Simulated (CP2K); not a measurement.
Runs of CP2K 2026.2 on Sb. The structure is trigonal, space group R-3m (No. 166). Conventional cell: a = 4.308 Å, b = 4.308 Å, c = 11.274 Å, α = 90.00°, β = 90.00°, γ = 120.00°. Sb (site symmetry 3m) is surrounded by 3 Sb at 2.91 Å. 

| task | level | potentials or basis | cell | k mesh | smearing | EPS_DEFAULT | k points reduced by the point group | NGRIDS | basis sets | potentials | gap on the mesh (eV) | pressure (GPa) | largest force (eV/Å) |
| --- | --- | --- | --- | --- | --- | --- | --- | --- | --- | --- | --- | --- | --- |
| band structure | PBEsol | POTENTIAL_UZH Sb GTH-PBE-q5; TZVP-MOLOPT-PBE-GTH basis | as given | 8 × 8 × 8 | fermi-dirac 0.01 eV | 1.0E-10 | yes | 4 | Sb TZVP-MOLOPT-PBE-GTH-q5 | Sb GTH-PBE-q5 of POTENTIAL_UZH | none | 2.5 | (a) |
| band structure | PBE | POTENTIAL_UZH Sb GTH-PBE-q5; TZVP-MOLOPT-PBE-GTH basis | as given | 8 × 8 × 8 | fermi-dirac 0.05 eV | 1.0E-10 | yes | 5 | Sb TZVP-MOLOPT-PBE-GTH-q5 | Sb GTH-PBE-q5 of POTENTIAL_UZH | none | 3.6 | 0.22 |
| band structure | r2SCAN | POTENTIAL_UZH Sb GTH-SCAN-q5; TZVP-MOLOPT-SCAN-GTH basis | as given | 8 × 8 × 8 | fermi-dirac 0.05 eV | 1.0E-9 | yes | 5 | Sb TZVP-MOLOPT-SCAN-GTH-q5 | Sb GTH-SCAN-q5 of POTENTIAL_UZH | none | 0.7 | (b) |
| band structure | PBE | POTENTIAL_UZH Sb GTH-PBE-q5; TZVP-MOLOPT-PBE-GTH basis | as given | 8 × 8 × 8 | fermi-dirac 0.05 eV | 1.0E-9 | yes | 4 | Sb TZVP-MOLOPT-PBE-GTH-q5 | Sb GTH-PBE-q5 of POTENTIAL_UZH | none | 3.6 | 0.22 |
| relaxation of cell and atoms | PBE | POTENTIAL_UZH Sb GTH-PBE-q5; TZVP-MOLOPT-PBE-GTH basis | relaxed | 6 × 6 × 6 | fermi-dirac 0.0259 eV | 1.0E-9 | - | 4 | Sb TZVP-MOLOPT-PBE-GTH-q5 | Sb GTH-PBE-q5 of POTENTIAL_UZH | none | 0.0 | - |
| band structure | LDA | GTH_POTENTIALS Sb GTH-PADE-q5; TZVP-MOLOPT-PBE-GTH basis | as given | 8 × 8 × 8 | fermi-dirac 0.05 eV | 1.0E-9 | yes | 4 | Sb TZVP-MOLOPT-PBE-GTH-q5 | Sb GTH-PADE-q5 of GTH_POTENTIALS | none | -0.8 | 0.03 |
| band structure | TB-mBJ | POTENTIAL_UZH Sb GTH-PBE-q5; TZVP-MOLOPT-PBE-GTH basis | as given | 8 × 8 × 8 | fermi-dirac 0.05 eV | 1.0E-10 | yes | 5 | Sb TZVP-MOLOPT-PBE-GTH-q5 | Sb GTH-PBE-q5 of POTENTIAL_UZH | none | - | - |

Alike in all rows: no spin polarisation.

Question: Estimate the missing entries.

Answer: (a) 0.30; (b) 0.09.

Caveats: the basis of atomic orbitals isn't converged, which shifts pressures, moduli and gaps; the potentials were made for another functional, which shifts forces and pressure (some runs); the printed path begins after the first move (some runs); this is a model potential without an energy functional, so only levels have meaning (some runs).

A k mesh can miss the band edges, and the runs leave out spin-orbit coupling on Sb.

A gap of «none» marks a metal or a gap under the smearing width.

Not every run made on this cell is shown here.
